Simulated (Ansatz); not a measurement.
Crystal: CuO.

```
Cu O
1.0
     3.42205    0.00000    0.00000
     0.00000    3.42205    0.00000
     0.00000    0.00000    4.26046
Cu O
2 2
Cartesian
  0.0000 1.7110 0.0000
  1.7110 0.0000 2.1302
  0.0000 0.0000 1.0651
  0.0000 0.0000 3.1953
```

Measurements of this composition are mostly on another form, of space group No. 15.

| Item | Value |
| --- | --- |
| Program | Ansatz 0.2.0 |
| Task | relaxation of cell and atoms |
| Functional | PBE |
| Potentials or basis | all-electron LAPW, scalar-relativistic |
| Basis error allowed | 0.002 eV/atom |
| k mesh | 6 × 6 × 5 |
| Occupations | fermi-dirac, width 0.05 eV |
| Spin | no spin polarisation |

At the start: volume 12.47 Å³/atom.

Problem. How do energy, volume and symmetry change on relaxing?

Solution. Over 10 steps the energy falls by 372.9 meV/atom and the volume is 11.20 Å³/atom (-10.2 %); space group P4_2/mmc (No. 131, to 0.05 Å).

The path:
| step | energy change (eV) | largest force (eV/Å) | volume (Å³) |
| --- | --- | --- | --- |
| 1 | 0.0000 | 0.0000 | 49.89 |
| 2 | -0.5444 | 0.0000 | 49.43 |
| 3 | -1.0917 | 0.0000 | 46.49 |
| 4 | -1.3532 | 0.0000 | 45.92 |
| 5 | -1.4710 | 0.0000 | 44.66 |
| 6 | -1.4775 | 0.0000 | 44.85 |
| 7 | -1.4775 | 0.0000 | 44.86 |
| 8 | -1.4913 | 0.0000 | 44.86 |
| 9 | -1.4916 | 0.0000 | 44.80 |
| 10 | -1.4916 | 0.0000 | 44.80 |

Final structure:
```cif
data_structure
_symmetry_space_group_name_H-M 'P 1'
_symmetry_Int_Tables_number 1
_cell_length_a 2.9496
_cell_length_b 2.9496
_cell_length_c 5.1496
_cell_angle_alpha 90.000
_cell_angle_beta 90.000
_cell_angle_gamma 90.000
_cell_volume 44.80
loop_
_atom_site_label
_atom_site_type_symbol
_atom_site_fract_x
_atom_site_fract_y
_atom_site_fract_z
_atom_site_occupancy
Cu1 Cu 0.00000 0.50000 0.00000 1
Cu2 Cu 0.50000 0.00000 0.50000 1
O1 O 0.00000 0.00000 0.25000 1
O2 O 0.00000 0.00000 0.75000 1
```

Caveat: the k mesh is thin for a metal, which can move the energy by tens of meV per atom; the run has no spin polarisation, though such a crystal can be magnetic.
